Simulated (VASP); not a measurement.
Set up this calculation in VASP 6.6.1, as the native input.

- Task: relaxation of the atoms
- Functional: RPBE
- Potentials or basis: VASP PAW PBE potentials, release 64 (Ga_d)
- Cutoff: 520 eV
- k mesh: 7 × 7 × 1
- Occupations: gaussian, width 0.05 eV
- Spin: no spin polarisation
- Dipole correction: yes
- Atoms held fixed (from 0): [0]
- Further INCAR settings: ALGO = Normal; EDIFF = 1e-07; IBRION = 2; EDIFFG = -0.02; NSW = 40

The structure of Ga lies in POSCAR:

```
Ga
1.0
    4.3304700000      0.0000000000      0.0000000000
   -2.1652300000      3.7503000000      0.0000000000
    0.0000000000      0.0000000000     23.8000000000
Ga
2
Selective dynamics
Direct
    0.3333300000      0.6666700000      0.2941200000  F F F
    0.6666700000      0.3333300000      0.2941200000  T T T
```

The cell was built by a generator and needn't be a form met in nature.

The input as run:

INCAR

```
PREC = Accurate
ENCUT = 520
EDIFF = 1E-7
ISMEAR = 0
SIGMA = 0.05
LREAL = False
LASPH = True
NELM = 60
ALGO = Normal
ISIF = 2
LWAVE = False
LCHARG = False
LDIPOL = True
IDIPOL = 3
DIPOL = 0.5 0.5 0.294
GGA = RP
IBRION = 2
NSW = 40
EDIFFG = -0.02
```

KPOINTS

```
Automatic mesh
0
Gamma
  7 7 1
```

Potentials or basis: VASP PAW PBE potentials, release 64 (Ga_d).

Command:

```console
$ cat potpaw_PBE.64/Ga_d/POTCAR > POTCAR
$ mpirun -np 1 vasp_std > vasp.out
```

Results of the run:

| Quantity | Value |
| --- | --- |
| Band gap on the k mesh | none (metal or under the smearing width) |

Caveat: the relaxation stopped at its first step, so nothing moved.

Run time: 2.7 min on 1 thread of Intel(R) Xeon(R) Platinum 8488C (Sapphire Rapids), with other jobs on the host, peak memory 0.46 GiB.
